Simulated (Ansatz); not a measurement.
The system is ZrS2.

```
Zr S
1.0
     3.69138    0.00000    0.00000
    -1.84569    3.19683    0.00000
     0.00000    0.00000    6.04108
Zr S
1 2
Direct
  0.00000 0.00000 0.00000
  0.33333 0.66667 0.23791
  0.66667 0.33333 0.76209
```

The cell is a database's computed one.

Base run:

| Item | Value |
| --- | --- |
| Program | Ansatz 0.2.0 |
| Functional | BLYP |
| Potentials or basis | Ansatz PAW |
| Cutoff | 420 eV (not typed: the program's choice for these potentials) |
| k mesh | 8 × 8 × 5 |
| Occupations | fermi-dirac, width 0.05 eV |
| Spin | no spin polarisation |

Its results: band gap on the k mesh 1.09 eV, indirect (least direct gap 1.63 eV); pressure 4.2 GPa; largest force 0.275 eV/Å.

Problem. The run is repeated on the same cell with these changes: functional from BLYP to revPBE. What comes out?

Solution. Band gap on the k mesh 1.10 eV, indirect (least direct gap 1.67 eV); pressure 2.0 GPa; largest force 0.099 eV/Å.

Caveats: this functional lacks dispersion, which binds the layers, so the pressure and a relaxed spacing across them are unreliable; the PAW data sets come from PBE, with cores solved anew for the run's functional, which leaves a small shift of forces and pressure.
